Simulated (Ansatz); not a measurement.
# Cobalt, omega (AlB2-type) under BLYP: ground state and equation of state, part 1 of 2

The plan for cobalt in the omega (AlB2-type) structure: relax it, solve it on a dense k-mesh, then scale the cell to 7 volumes from 88 to 112 % of the relaxed one and try a fit of the equation of state. Spin polarisation is left out, though the real metal is magnetic, so this state lies above the ground state. The k-meshes are 9×9×13 for the relaxation; 12×12×17 for the dense run; 10×10×14 for the volumes.

Program: Ansatz 0.2.0. Level of theory: DFT BLYP, plane waves (420 eV) with PAW, scalar-relativistic; PAW files made under PBE, frozen cores solved again for the functional. These are calculated values, not measurements.

### 1 The structure to begin with

The structure is hexagonal, space group P6/mmm (No. 191). Conventional cell: a = 3.970 Å, b = 3.970 Å, c = 2.434 Å, α = 90.00°, β = 90.00°, γ = 120.00°. Co (site symmetry 6/mmm) has 14 Co at 2.43 to 2.60 Å as nearest neighbours. Co (site symmetry -6m2) has 11 Co at 2.29 to 2.60 Å as nearest neighbours.

Structure file:

```
Co
1.0
     3.97014    0.00000    0.00000
    -1.98507    3.43825    0.00000
     0.00000    0.00000    2.43370
Co
3
Direct
  0.00000 0.00000 0.00000
  0.33333 0.66667 0.50000
  0.66667 0.33333 0.50000
```

### 2 Relaxation of the cell

Contents of input.yaml:

```yaml
crystal:
  lattice:
    - [3.9701439143, 0.0, 0.0]
    - [-1.9850719572, 3.4382454865, 0.0]
    - [0.0, 0.0, 2.4336982195]
  atoms:
    - { symbol: Co, position: [0.0, 0.0, 0.0] }
    - { symbol: Co, position: [0.3333333333, 0.6666666667, 0.5] }
    - { symbol: Co, position: [0.6666666667, 0.3333333333, 0.5] }
hamiltonian:
  xc: blyp
  pseudopotentials:
    kind: paw
    azcp:
      Co: "pseudopotentials/Co.paw.azcp"
basis:
  ecutwfc: 420
  fft_grid_basis: typed
kpoints:
  mp_grid: { grid: [9, 9, 13], shift: [0, 0, 0] }
magnetization:
  spin_polarized: false
scf:
  occupations: { method: fermi_dirac, width: 0.1 }
relax:
  max_steps: 60
  f_tol: 0.01
  cell: {}
```

The program printed, cut to the lines that bear on the results:

```text
Warning: RAYON_NUM_THREADS=2 ignored (pool sized by the plan → 2); use --threads N
[...]
Pseudopotentials: kind: paw
Pseudopotential: Co, paw, valence charge 17, recommended cutoff 420 eV (normal), <dir>
Functional definition: BLYP
[...]
Crystal: 3 atoms, lattice volume = 33.221 Å³
Basis set: ecut = 420 eV, 669 PW (Γ), exchange–correlation on 54×54×36 points (8 copies of the dense FFT grid, shifted against one another)
Bands: 31, of which v1, the nominal top of the filled ones, is band 26 counted from 1 (25 counted from 0)
Symmetry: 24 space group operations
Space group: P6/mmm (ITA 191), of the structure as read, at distance tolerance 3.2e-5 Å
k-points: 84 of 1053
[...]
SCF iter   1: F=—  HF=-15401.902166 eV  |F-HF|=—  |Δ(HF+E_count)|=         —  Δρ=3.78e-2  dr2=3.22e-1  ethr=1.77e-3  ⟨swp⟩=4.5  Hψ=8276  notcnv=0
[...]
relax step   1: F+E_penalty+E_count = -15401.85893516 eV  Δ(F+E_penalty+E_count) = +0.000e0 eV  max|allowed force component| = 7.016e-17 eV/Å  Δτ_max = 0.0000 Å  P = -0.309 GPa  Ω = 33.221 Å³  (8 SCF iters, dr2 threshold 1.00e-7 eV, accepted)
[...]
relax step   3: F+E_penalty+E_count = -15401.85914709 eV  Δ(F+E_penalty+E_count) = -7.283e-5 eV  max|allowed force component| = 1.388e-17 eV/Å  Δτ_max = 0.0000 Å  P = -0.001 GPa  Ω = 33.176 Å³  energy of the carried Pulay correction = +5.372e-5 eV  (6 SCF iters, dr2 threshold 1.92e-7 eV, accepted)
[...]
relax step   4: F+E_penalty+E_count = -15401.85909221 eV  Δ(F+E_penalty+E_count) = +5.489e-5 eV  max|allowed force component| = 1.388e-17 eV/Å  Δτ_max = 0.0000 Å  P = -0.005 GPa  Ω = 33.176 Å³  stress off target by 6.11e-3 GPa  SCF on the basis re-selected at this cell (its energy is not [...]
SCF converged after 8 iterations
Free energy (F): -15401.859092 eV
[...]
E sigma→0 (E₀):  -15401.702736 eV
Entropy (-TS):   -0.312713 eV (-104.238 meV/atom)
Fermi energy:    18.606314 eV
[...]
--- Forces (eV/Å), atoms counted from 1 ---
  atom   1  Co     0.00000000     0.00000000     0.00000000
  atom   2  Co     0.00000000     0.00000000    -0.00000000
  atom   3  Co    -0.00000000    -0.00000000     0.00000000
[...]
--- Stress (GPa, compression-positive) ---
       -0.006106       0.000000      -0.000000
       -0.000000      -0.006106       0.000000
       -0.000000       0.000000      -0.001609
  P = ⅓ Tr σ = -0.0046 GPa (-0.046 kbar)
--- Relaxed structure (3 steps of the walk, 3 accepted, 1 SCFs on fresh bases) ---
  F+E_penalty+E_count = -15401.85909221 eV   max|allowed force component| = 1.388e-17 eV/Å   (the final SCF, on the basis selected at the relaxed cell)
  cell:  # Å, volume = 33.1757 Å³
    - [3.96519809753374, 2.8831521715220564e-11, 0.0]
    - [-1.982599048791839, 3.433962283487529, 0.0]
    - [0.0, 0.0, 2.436460060552526]
  atoms:
    - { symbol: Co, position: [3.1957057718359484e-35, 6.22387833783375e-36, 0.0] }
    - { symbol: Co, position: [0.33333333333333337, 0.6666666666666667, 0.5000000000000001] }
    - { symbol: Co, position: [0.6666666666666667, 0.3333333333333334, 0.5000000000000001] }
```

Run time: 6.8 s. Hardware: 2 threads of an Arm CPU, shared host; peak memory 0.36 GiB.

The steps of the relaxation:

| step | energy change (meV/atom) | largest force (eV/Å) | pressure (GPa) | volume (Å³/atom) |
| --- | --- | --- | --- | --- |
| 1 | 0.00 | 0.0000 | -0.31 | 11.074 |
| 2 | -0.05 | 0.0000 | -0.13 | 11.065 |
| 3 | -0.07 | 0.0000 | 0.00 | 11.059 |
| 4 | -0.05 | 0.0000 | 0.00 | 11.059 |

Steps that repeat a cell are solved on a basis chosen anew, so their changes of energy are no gain of the relaxation.

Changes in the cell that was computed:

|  | before | after | change |
| --- | --- | --- | --- |
| a (Å) | 3.970 | 3.965 | -0.1 % |
| b (Å) | 3.970 | 3.965 | -0.1 % |
| c (Å) | 2.434 | 2.436 | +0.1 % |
| volume (Å³/atom) | 11.074 | 11.059 | -0.1 % |
| shortest distance (Å) | 2.292 | 2.289 | -0.1 % |
| space group (spins left aside) | P6/mmm | P6/mmm | same |

### 3 Dense single point

Contents of input.yaml:

```yaml
crystal:
  lattice:
    - [3.9651980975, 0.0, 0.0]
    - [-1.9825990488, 3.4339622835, 0.0]
    - [0.0, 0.0, 2.4364600606]
  atoms:
    - { symbol: Co, position: [0.0, 0.0, 0.0] }
    - { symbol: Co, position: [0.3333333333, 0.6666666667, 0.5] }
    - { symbol: Co, position: [0.6666666667, 0.3333333333, 0.5] }
hamiltonian:
  xc: blyp
  pseudopotentials:
    kind: paw
    azcp:
      Co: "pseudopotentials/Co.paw.azcp"
basis:
  ecutwfc: 420
  fft_grid_basis: typed
kpoints:
  mp_grid: { grid: [12, 12, 17], shift: [0, 0, 0] }
magnetization:
  spin_polarized: false
scf:
  occupations: { method: fermi_dirac, width: 0.1 }
```

The program printed, cut to the lines that bear on the results:

```text
Warning: RAYON_NUM_THREADS=2 ignored (pool sized by the plan → 2); use --threads N
[...]
Pseudopotentials: kind: paw
Pseudopotential: Co, paw, valence charge 17, recommended cutoff 420 eV (normal), <dir>
Functional definition: BLYP
[...]
Crystal: 3 atoms, lattice volume = 33.176 Å³
Basis set: ecut = 420 eV, 633 PW (Γ), exchange–correlation on 54×54×36 points (8 copies of the dense FFT grid, shifted against one another)
Bands: 31, of which v1, the nominal top of the filled ones, is band 26 counted from 1 (25 counted from 0)
Symmetry: 24 space group operations
Space group: P6/mmm (ITA 191), of the structure as read, at distance tolerance 3.2e-5 Å
k-points: 171 of 2448
[...]
SCF iter   1: F=—  HF=-15401.900820 eV  |F-HF|=—  |Δ(HF+E_count)|=         —  Δρ=3.76e-2  dr2=3.20e-1  ethr=1.77e-3  ⟨swp⟩=4.4  Hψ=16803  notcnv=0
[...]
SCF iter   8: F=-15401.858541 eV  HF=-15401.858541 eV  |F-HF|=1.30e-8  |Δ(HF+E_count)|=   6.42e-8  Δρ=6.46e-6  dr2=3.18e-9  ethr=1.96e-10  ⟨swp⟩=2.4  Hψ=11074  notcnv=0
[...]
SCF converged after 8 iterations
Free energy (F): -15401.858541 eV
[...]
E sigma→0 (E₀):  -15401.701391 eV
Entropy (-TS):   -0.314300 eV (-104.767 meV/atom)
Fermi energy:    18.602943 eV
[...]
```

It took 3 s on 2 threads of an Arm CPU, shared host; peak memory 0.39 GiB.

### 4 The cell scaled to 88 % of its volume

Contents of input.yaml:

```yaml
crystal:
  lattice:
    - [3.7997857803, 0.0, 0.0]
    - [-1.8998928902, 3.2907110147, 0.0]
    - [0.0, 0.0, 2.334820623]
  atoms:
    - { symbol: Co, position: [0.0, 0.0, 0.0] }
    - { symbol: Co, position: [0.3333333333, 0.6666666667, 0.5] }
    - { symbol: Co, position: [0.6666666667, 0.3333333333, 0.5] }
hamiltonian:
  xc: blyp
  pseudopotentials:
    kind: paw
    azcp:
      Co: "pseudopotentials/Co.paw.azcp"
basis:
  ecutwfc: 420
  fft_grid_basis: typed
kpoints:
  mp_grid: { grid: [10, 10, 14], shift: [0, 0, 0] }
magnetization:
  spin_polarized: false
scf:
  occupations: { method: fermi_dirac, width: 0.1 }
  lower_state_search: "off"
output:
  stress: true
  write_density: true
  write_potential: true
  elf: true
  volumetric_format: npy
```

The program printed, cut to the lines that bear on the results:

```text
Warning: RAYON_NUM_THREADS=2 ignored (pool sized by the plan → 2); use --threads N
[...]
Pseudopotentials: kind: paw
Pseudopotential: Co, paw, valence charge 17, recommended cutoff 420 eV (normal), <dir>
Functional definition: BLYP
[...]
Crystal: 3 atoms, lattice volume = 29.195 Å³
Basis set: ecut = 420 eV, 583 PW (Γ), exchange–correlation on 54×54×32 points (8 copies of the dense FFT grid, shifted against one another)
Bands: 31, of which v1, the nominal top of the filled ones, is band 26 counted from 1 (25 counted from 0)
Symmetry: 24 space group operations
Space group: P6/mmm (ITA 191), of the structure as read, at distance tolerance 3.1e-5 Å
k-points: 112 of 1400
[...]
SCF iter   1: F=—  HF=-15401.508982 eV  |F-HF|=—  |Δ(HF+E_count)|=         —  Δρ=4.90e-2  dr2=5.23e-1  ethr=1.77e-3  ⟨swp⟩=4.5  Hψ=11044  notcnv=0
[...]
SCF iter   7: F=-15401.461726 eV  HF=-15401.461726 eV  |F-HF|=2.09e-9  |Δ(HF+E_count)|=   3.85e-7  Δρ=2.39e-5  dr2=6.11e-8  ethr=1.96e-10  ⟨swp⟩=6.9  Hψ=25772  notcnv=0
[...]
SCF converged after 7 iterations
Free energy (F): -15401.461726 eV
[...]
E sigma→0 (E₀):  -15401.327438 eV
Entropy (-TS):   -0.268577 eV (-89.526 meV/atom)
Fermi energy:    21.722548 eV
[...]
--- Stress (GPa, compression-positive) ---
       36.842812       0.000000      -0.000000
        0.000000      36.842812      -0.000000
       -0.000000      -0.000000      34.524790
  P = ⅓ Tr σ = 36.0701 GPa (360.701 kbar)
--- Band table (eV; the first three rows and the last of 112) ---
[...]
```

It took 2.9 s on 2 threads of an Arm CPU, shared host; peak memory 0.36 GiB.

Density in a lattice plane of the grid's cell (edges 3.80 and 3.80 Å, at 0.500 of the third edge), which holds Co.

Ten even steps from ' ' (0.30 e/Å³) to '@' (46.55 e/Å³):
```
                                                
                                                
                                                
                ..::::..                        
            ..::==++==::..                      
          ..--**@@@@++::                        
          ::++%%@@##--..                        
        ..::++****==..                          
          ..::--::..                            
            ....                  ....          
                              ..::--::..        
                            ..==****++::..      
                          ..--##@@%%++::        
                          ::++@@@@**--..        
                        ..::==++==::..          
                          ..::::..              
                                                
                                                
                                                
                                                
```
Columns run along the first of these edges and rows up along the second, over one cell in 24 and 20 even steps from the bottom left corner. Atoms in the plane (fractional): Co at (0.33, 0.67), Co at (0.67, 0.33).

ELF in the same plane.

Ten even steps from ' ' (0.16) to '@' (0.97):
```
........::::....                ....::::........
............                      ..............
........        ..::::::..        ..............
::::..      ..--++****++--..      ..::::........
::..      ..==**%%@@%%**==..      ..::::......::
....    ..==##@@@@@@@@**--..    ................
..    ..::**%%@@@@@@%%==::    ....            ..
..    ..--##@@@@@@%%++::..  ..                  
..    ..--**####**==::..  ..        ....        
..    ..::--==--::..  ......  ..::--==--::..    
..        ....        ..  ..::==**####**--..    
..                  ..  ..::++%%@@@@@@##--..    
....            ....    ::==%%@@@@@@%%**::..    
..................    ..--**@@@@@@@@##==..    ..
::::......::::..      ..==**%%@@%%**==..      ..
::........::::..      ..--++****++--..      ..::
................        ..::::::..        ......
................                      ..........
..........::::....                ....::::......
..........::::::..................::::::........
```
Columns run along the first of these edges and rows up along the second, over one cell in 24 and 20 even steps from the bottom left corner. Atoms in the plane (fractional): Co at (0.33, 0.67), Co at (0.67, 0.33).

Both are smooth fields of the valence electrons: close to the nuclei they are not physical.

(Continued in part 2 of 2.)
